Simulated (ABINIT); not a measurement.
# V (Im-3m) in ABINIT: further runs, part 2 of 2

ABINIT 10.8.3 (patched build).

## (4) Hubbard U by linear response, PBEsol+U, collinear spin, ferromagnetic start

run.abi

```
# Datasets
ndtset 3

# Pseudopotentials
pp_dirpath "./"
pseudos "V.GGA_PBE-ansatz.xml"

# Structure
structure "poscar:POSCAR"
natom 1

# Plane-wave basis
ecut 14.0
pawecutdg 28.0
pawxcdev 0
pawovlp 30

# k points
kptopt 2
ngkpt 6 6 6
nshiftk 1
shiftk 0.0 0.0 0.0

# Exchange and correlation
ixc -116133

# Bands and occupations
nband 11
occopt 3
tsmear 0.2 eV

# Spin
nsppol 2
spinat
     0.0000000000     0.0000000000     2.0000000000
nsym 1

# DFT+U
usepawu 1
lpawu 2
upawu 0.0 eV
jpawu 0.0 eV
dmatpuopt 3

# SCF cycle
nstep 120
tolvrs 1.0e-9

# Output
prteig 0
prtebands 0
prtden 0
prtwf 0

# Linear response
irdwfk 1
macro_uj 1
pawujat 1
pawujv1 -0.1 eV
pawujv2 0.05 eV
pawujv3 0.1 eV
```

POSCAR

```
V
1.0
   -1.5143500000      1.5143500000      1.5143500000
    1.5143500000     -1.5143500000      1.5143500000
    1.5143500000      1.5143500000     -1.5143500000
V
1
Direct
    0.0000000000      0.0000000000      0.0000000000  V
```

gs.abi

```
# Pseudopotentials
pp_dirpath "./"
pseudos "V.GGA_PBE-ansatz.xml"

# Structure
structure "poscar:POSCAR"
natom 1

# Plane-wave basis
ecut 14.0
pawecutdg 28.0
pawxcdev 0
pawovlp 30

# k points
kptopt 2
ngkpt 6 6 6
nshiftk 1
shiftk 0.0 0.0 0.0

# Exchange and correlation
ixc -116133

# Bands and occupations
nband 11
occopt 3
tsmear 0.2 eV

# Spin
nsppol 2
spinat
     0.0000000000     0.0000000000     2.0000000000
nsym 1

# DFT+U
usepawu 1
lpawu 2
upawu 0.0 eV
jpawu 0.0 eV
dmatpuopt 3

# SCF cycle
nstep 120
tolvrs 1.0e-9

# Output
prteig 0
prtebands 0
prtden 0
```

Potentials or basis: Ansatz PAW PBE default generated set, frozen core.

Started as:

```
$ abinit gs.abi > log 2>&1
$ ln -s gso_WFK runi_DS1_WFK
$ ln -s gso_WFK runi_DS2_WFK
$ ln -s gso_WFK runi_DS3_WFK
$ abinit run.abi > log 2>&1
$ lruj runo_DS1_LRUJ.nc runo_DS2_LRUJ.nc runo_DS3_LRUJ.nc > lruj.log 2>&1
```

run.abo:

```text
[... set-up lines left out ...]
 ETOT  1  -72.024213737372    -7.202E+01 4.187E-04 4.953E-03 6.109E-06 6.109E-06
 ETOT  2  -72.024197289697     1.645E-05 1.762E-04 2.117E-04 1.056E-06 5.053E-06
 ETOT  3  -72.024196747104     5.426E-07 9.594E-05 6.731E-05 8.047E-07 4.248E-06
 ETOT  4  -72.024196525595     2.215E-07 7.052E-05 5.827E-07 1.666E-06 2.582E-06
 ETOT  5  -72.024196529363    -3.768E-09 3.801E-05 9.390E-09 1.180E-06 1.402E-06
 ETOT  6  -72.024196529546    -1.835E-10 2.738E-05 8.925E-10 1.954E-07 1.206E-06

 At SCF step    6       nres2   =  8.93E-10 < tolvrs=  1.00E-09 =>converged.

 Cartesian components of stress tensor (hartree/bohr^3)
  sigma(1 1)=  3.89829455E-04  sigma(3 2)=  6.75933668E-12
  sigma(2 2)=  3.89829339E-04  sigma(3 1)=  1.34318277E-12
  sigma(3 3)=  3.89829432E-04  sigma(2 1)=  4.52603917E-11
[... 186 lines left out ...]
-Cartesian components of stress tensor (GPa)         [Pressure= -1.1469E+01 GPa]
- sigma(1 1)=  1.14691785E+01  sigma(3 2)=  1.98866551E-07
- sigma(2 2)=  1.14691751E+01  sigma(3 1)=  3.95178014E-08
- sigma(3 3)=  1.14691779E+01  sigma(2 1)=  1.33160670E-06

================================================================================
== DATASET  2 ==================================================================

--- !DatasetInfo
iteration_state: {dtset: 2, }
dimensions: {natom: 1, nkpt: 112, mband: 11, nsppol: 2, nspinor: 1, nspden: 2, mpw: 246, }
cutoff_energies: {ecut:  14.0, pawecutdg:  28.0, }
electrons: {nelect:   1.30000000E+01, charge:   0.00000000E+00, occopt:   3.00000000E+00, tsmear:   7.34986444E-03, }
meta: {optdriver: 0, ionmov: 0, optcell: 0, iscf: 17, paral_kgb: 0, }
...

 Real(R)+Recip(G) space primitive vectors, cartesian coordinates (Bohr,Bohr^-1):
 R(1)= -2.8617068  2.8617068  2.8617068  G(1)=  0.0000000  0.1747209  0.1747209
 R(2)=  2.8617068 -2.8617068  2.8617068  G(2)=  0.1747209  0.0000000  0.1747209
 R(3)=  2.8617068  2.8617068 -2.8617068  G(3)=  0.1747209  0.1747209  0.0000000
 Unit cell volume ucvol=  9.3742251E+01 bohr^3
 Angles (23,13,12)=  1.09471221E+02  1.09471221E+02  1.09471221E+02 degrees

 Coarse grid specifications (used for wave-functions):

 getcut: wavevector=  0.0000  0.0000  0.0000  ngfft=  18  18  18
         ecut(hartree)=     14.000   => boxcut(ratio)=   2.15604

 Fine grid specifications (used for densities):

 getcut: wavevector=  0.0000  0.0000  0.0000  ngfft=  24  24  24
         ecut(hartree)=     28.000   => boxcut(ratio)=   2.03274
--------------------------------------------------------------------------------

-inwffil : will read wavefunctions from disk file runi_DS2_WFK

 ******************************************
 DFT+U Method used: FLL
 ******************************************

================================================================================

--- !BeginCycle
iteration_state: {dtset: 2, }
solver: {iscf: 17, nstep: 120, nline: 4, wfoptalg: 10, }
tolerances: {tolvrs: 1.00E-09, }
...

     iter   Etot(hartree)      deltaE(h)  residm     nres2   difmagsph maxmagsph
 ETOT  1  -72.006563536842    -7.201E+01 4.359E-04 1.233E-03 6.091E-06 6.091E-06
 ETOT  2  -72.006559431182     4.106E-06 1.907E-04 5.231E-05 1.054E-06 5.038E-06
 ETOT  3  -72.006559296420     1.348E-07 9.808E-05 1.667E-05 7.935E-07 4.244E-06
 ETOT  4  -72.006559241218     5.520E-08 7.649E-05 1.469E-07 1.647E-06 2.597E-06
 ETOT  5  -72.006559242138    -9.196E-10 3.939E-05 1.664E-09 1.170E-06 1.428E-06
 ETOT  6  -72.006559242191    -5.308E-11 2.998E-05 1.727E-10 1.927E-07 1.235E-06

 At SCF step    6       nres2   =  1.73E-10 < tolvrs=  1.00E-09 =>converged.

 Cartesian components of stress tensor (hartree/bohr^3)
  sigma(1 1)=  3.24938107E-04  sigma(3 2)=  1.80908886E-11
  sigma(2 2)=  3.24938169E-04  sigma(3 1)=  1.05371128E-11
  sigma(3 3)=  3.24938119E-04  sigma(2 1)= -1.53098683E-11
[... 186 lines left out ...]
-Cartesian components of stress tensor (GPa)         [Pressure= -9.5600E+00 GPa]
- sigma(1 1)=  9.56000917E+00  sigma(3 2)=  5.32252319E-07
- sigma(2 2)=  9.56001099E+00  sigma(3 1)=  3.10012561E-07
- sigma(3 3)=  9.56000951E+00  sigma(2 1)= -4.50431875E-07

================================================================================
== DATASET  3 ==================================================================

--- !DatasetInfo
iteration_state: {dtset: 3, }
dimensions: {natom: 1, nkpt: 112, mband: 11, nsppol: 2, nspinor: 1, nspden: 2, mpw: 246, }
cutoff_energies: {ecut:  14.0, pawecutdg:  28.0, }
electrons: {nelect:   1.30000000E+01, charge:   0.00000000E+00, occopt:   3.00000000E+00, tsmear:   7.34986444E-03, }
meta: {optdriver: 0, ionmov: 0, optcell: 0, iscf: 17, paral_kgb: 0, }
...

 Real(R)+Recip(G) space primitive vectors, cartesian coordinates (Bohr,Bohr^-1):
 R(1)= -2.8617068  2.8617068  2.8617068  G(1)=  0.0000000  0.1747209  0.1747209
 R(2)=  2.8617068 -2.8617068  2.8617068  G(2)=  0.1747209  0.0000000  0.1747209
 R(3)=  2.8617068  2.8617068 -2.8617068  G(3)=  0.1747209  0.1747209  0.0000000
 Unit cell volume ucvol=  9.3742251E+01 bohr^3
 Angles (23,13,12)=  1.09471221E+02  1.09471221E+02  1.09471221E+02 degrees

 Coarse grid specifications (used for wave-functions):

 getcut: wavevector=  0.0000  0.0000  0.0000  ngfft=  18  18  18
         ecut(hartree)=     14.000   => boxcut(ratio)=   2.15604

 Fine grid specifications (used for densities):

 getcut: wavevector=  0.0000  0.0000  0.0000  ngfft=  24  24  24
         ecut(hartree)=     28.000   => boxcut(ratio)=   2.03274
--------------------------------------------------------------------------------

-inwffil : will read wavefunctions from disk file runi_DS3_WFK

 ******************************************
 DFT+U Method used: FLL
 ******************************************

================================================================================

--- !BeginCycle
iteration_state: {dtset: 3, }
solver: {iscf: 17, nstep: 120, nline: 4, wfoptalg: 10, }
tolerances: {tolvrs: 1.00E-09, }
...

     iter   Etot(hartree)      deltaE(h)  residm     nres2   difmagsph maxmagsph
 ETOT  1  -72.000724807745    -7.200E+01 4.405E-04 4.919E-03 6.074E-06 6.074E-06
 ETOT  2  -72.000708412285     1.640E-05 1.977E-04 2.083E-04 1.050E-06 5.024E-06
 ETOT  3  -72.000707874760     5.375E-07 9.810E-05 6.647E-05 7.905E-07 4.234E-06
 ETOT  4  -72.000707654219     2.205E-07 7.951E-05 5.874E-07 1.639E-06 2.594E-06
 ETOT  5  -72.000707657866    -3.646E-09 3.963E-05 5.770E-09 1.163E-06 1.431E-06
 ETOT  6  -72.000707658087    -2.217E-10 3.131E-05 6.552E-10 1.919E-07 1.239E-06

 At SCF step    6       nres2   =  6.55E-10 < tolvrs=  1.00E-09 =>converged.

 Cartesian components of stress tensor (hartree/bohr^3)
  sigma(1 1)=  3.03455165E-04  sigma(3 2)=  1.70626038E-11
  sigma(2 2)=  3.03455275E-04  sigma(3 1)=  1.04868733E-11
  sigma(3 3)=  3.03455186E-04  sigma(2 1)= -3.17859638E-11
[... 181 lines left out ...]
 Cartesian components of stress tensor (hartree/bohr^3)
  sigma(1 1)=  3.03455165E-04  sigma(3 2)=  1.70626038E-11
  sigma(2 2)=  3.03455275E-04  sigma(3 1)=  1.04868733E-11
  sigma(3 3)=  3.03455186E-04  sigma(2 1)= -3.17859638E-11

-Cartesian components of stress tensor (GPa)         [Pressure= -8.9280E+00 GPa]
- sigma(1 1)=  8.92795919E+00  sigma(3 2)=  5.01999134E-07
- sigma(2 2)=  8.92796243E+00  sigma(3 1)=  3.08534465E-07
- sigma(3 3)=  8.92795982E+00  sigma(2 1)= -9.35175342E-07

== END DATASET(S) ==============================================================
================================================================================

 -outvars: echo values of variables after computation  --------
            acell      1.0000000000E+00  1.0000000000E+00  1.0000000000E+00 Bohr
           etotal1    -7.2024196530E+01
           etotal2    -7.2006559242E+01
           etotal3    -7.2000707658E+01
            fcart1     0.0000000000E+00  0.0000000000E+00  0.0000000000E+00
            fcart2     0.0000000000E+00  0.0000000000E+00  0.0000000000E+00
            fcart3     0.0000000000E+00  0.0000000000E+00  0.0000000000E+00
            rprim     -2.8617067588E+00  2.8617067588E+00  2.8617067588E+00
                       2.8617067588E+00 -2.8617067588E+00  2.8617067588E+00
                       2.8617067588E+00  2.8617067588E+00 -2.8617067588E+00
           strten1     3.8982945535E-04  3.8982933851E-04  3.8982943213E-04
                       6.7593366799E-12  1.3431827676E-12  4.5260391712E-11
           strten2     3.2493810721E-04  3.2493816898E-04  3.2493811873E-04
                       1.8090888630E-11  1.0537112786E-11 -1.5309868253E-11
           strten3     3.0345516504E-04  3.0345527498E-04  3.0345518644E-04
                       1.7062603774E-11  1.0486873298E-11 -3.1785963809E-11
 Calculation completed.
```

Run time: 2 min. Hardware: 1 thread of Arm Neoverse V2, shared host; peak memory 0.27 GiB.

Results:

| Quantity | Value |
| --- | --- |
| Free energy | -1959.5579 eV |
| Pressure | -10.2 GPa |
| Band gap on the k mesh | none (metal or under the smearing width) |
| Net moment | 0.00 μB per cell |
| Hubbard U from linear response | 2.57 eV |

Eigenvalues of the final occupation matrices:
```csv
site,spin,trace,eigenvalues
atom 1,1,1.60,0.27 0.27 0.35 0.35 0.35
atom 1,2,1.60,0.27 0.27 0.35 0.35 0.35
```

Caveat: the k mesh is coarse (spacing up to 0.49 Å⁻¹), so the values aren't converged; the shifted atom has its images in every cell, so this scalar value isn't converged in cell size and belongs to these projectors alone; the starting moments collapsed, and a magnetic state may lie lower; the PAW data sets were made with another functional, which shifts forces and pressure a little; the U is typed as a test and isn't derived for this compound; the atomic spheres overlap.

## (5) Overview

```csv
task,level,potentials or basis,U,k mesh,cutoff (eV),smearing,occupation projector (dmatpuopt),perturbed atom,perturbed element,parameter computed,potential shifts (eV),other keys,mesh quality,gap on the mesh (eV),pressure (GPa),moment (μB)
Hubbard U by linear response,LDA+U,JTH PAW LDA v2.0,V d U = 0 eV,6 × 6 × 6,354,cold (ABINIT) 0.136 eV,2,1,V,U,"[-0.1, 0.1]",-,coarse,none,-16.0,0.60
single point,LDA+U,JTH PAW LDA v2.0,V d U = 1 eV,9 × 9 × 9,354,fermi-dirac 0.05 eV,-,-,-,-,-,-,not flagged,none,-15.3,0.19
Hubbard U by linear response,PBEsol+U,"Ansatz PAW PBE default generated set, frozen core",V d U = 0 eV,6 × 6 × 6,381,fermi-dirac 0.2 eV,3,1,V,U,"[-0.1, 0.05, 0.1]","several, not listed",coarse,none,-10.2,0.00
```

Alike in all rows: spin collinear, ferromagnetic start; cell as given.

Caveats: some runs use coarse meshes; the U is typed as a test and isn't derived for this compound; the shifted atom has its images in every cell, so this scalar value isn't converged in cell size and belongs to these projectors alone (some runs); the starting moments collapsed, and a magnetic state may lie lower (some runs); the PAW data sets were made with another functional, which shifts forces and pressure a little (some runs); the atomic spheres overlap (some runs).

Total energies depend on the potentials used, so only differences within one code and one set of settings carry meaning.
